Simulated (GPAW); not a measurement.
Two runs for the S K edge of atom 2 in CdS (Hawleyite, F-43m). Run A: GPAW, PBE, full core hole (charged cell), 8-atom cell with 5.8 Å between holes, 4×4×4 k points, dipole transitions, Gaussian full width 0.9 eV up to 4 eV, rising linearly to 3.5 eV at 25 eV. Run B differs in one choice.

Energy from the lowest empty level; intensity scaled to a mean of 1 over the first 20 eV:

```tsv
E (eV)	A	B
-2.0	0.00	0.00
-1.5	0.00	0.00
-1.0	0.00	0.00
-0.5	0.00	0.00
0.0	0.00	0.02
0.5	0.05	0.09
1.0	0.20	0.22
1.5	0.40	0.53
2.0	0.79	1.01
2.5	1.41	1.76
3.0	1.95	2.44
3.5	2.29	1.98
4.0	1.76	0.75
4.5	1.41	0.73
5.0	1.28	1.36
5.5	1.34	1.57
6.0	1.54	1.27
6.5	1.45	1.29
7.0	1.45	1.50
7.5	1.54	1.57
8.0	1.22	1.48
8.5	0.80	1.24
9.0	0.64	1.02
9.5	0.58	0.82
10.0	0.49	0.54
10.5	0.41	0.32
11.0	0.43	0.27
11.5	0.54	0.34
12.0	0.70	0.47
12.5	0.90	0.64
13.0	1.11	0.84
13.5	1.29	1.07
14.0	1.39	1.28
14.5	1.41	1.43
15.0	1.35	1.49
15.5	1.23	1.43
16.0	1.06	1.30
16.5	0.90	1.11
17.0	0.78	0.93
17.5	0.70	0.78
18.0	0.66	0.69
18.5	0.66	0.65
19.0	0.67	0.64
19.5	0.71	0.65
20.0	0.76	0.66
20.5	0.80	0.68
21.0	0.83	0.71
21.5	0.85	0.75
22.0	0.87	0.80
22.5	0.92	0.86
23.0	0.99	0.94
23.5	1.08	1.02
24.0	1.17	1.10
24.5	1.24	1.17
25.0	1.29	1.22
25.5	1.30	1.25
26.0	1.29	1.25
26.5	1.27	1.23
27.0	1.23	1.20
27.5	1.18	1.16
28.0	1.12	1.12
28.5	1.08	1.09
29.0	1.05	1.06
29.5	1.05	1.03
30.0	1.06	1.02
30.5	1.07	1.01
31.0	1.08	1.00
31.5	1.08	0.99
32.0	1.07	0.99
```

**Question.** What was changed?
a) the size of the supercell
b) the volume of the cell
c) the broadening
d) the plane-wave cutoff

(a): run B changes the supercell atoms from 8 to 2, and the k mesh follows the cell. The scaled spectrum changes by 24 % r.m.s. The highest intensity below 16 eV goes from 3.4 eV (2.30) to 3.1 eV (2.49). Other settings could leave a like mark; this is the one that was changed.

[Banner, clock and machine lines of the logs are left out without a mark of their own.]

[Logs are printed without paths, hosts, clocks, repeated set-up lines and the standing remarks that a program may print on its own settings, such as how far it seeks lower states.]

[Hosts, paths, dates, database ids (printed as entryN), source tags and the programs' standing remarks are cut or masked in the printed files.]

[Lists of maxima count a maximum above −3 eV only where it reaches 4 % of the highest in the window and stands out from its surroundings by 2 % of it (1.5 % where it reaches 55 %); shoulders and weaker maxima are passed over, and of the rest the first, up to two pre-edge ones and the few strongest are named.]
